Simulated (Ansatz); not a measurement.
# Li in Ansatz: the effect of functional

Li:

```xyz
3
Lattice="1.5505 0.8952 7.5883 -1.5505 0.8952 7.5883 0.0000 -1.7904 7.5883" Properties=species:S:1:pos:R:3 pbc="T T T"
Li    0.0000    0.0000   17.7111
Li    0.0000    0.0000    5.0538
Li    0.0000    0.0000    0.0000
```

This isn't the form of Li at room conditions, which is bcc.

Alike in all runs:

| Quantity | Value |
| --- | --- |
| Program | Ansatz 0.2.0 |
| Task | band structure |
| Potentials or basis | Ansatz PAW |
| k mesh | 6 × 6 × 6 |
| Occupations | fermi-dirac, width 0.05 eV |
| Spin | no spin polarisation |

```tsv
functional	cutoff	pressure (GPa)
LDA	420 eV (not typed: the program's choice for these potentials)	?
PBEsol	420 eV (not typed: the program's choice for these potentials)	-0.5
r2SCAN	500 eV (not typed: the program's choice for these potentials)	0.0
```

What does the run with functional LDA give?

Pressure -1.2 GPa.

Caveats: all runs use coarse meshes; the PAW data sets were made with another functional, which shifts forces and pressure a little (some runs).
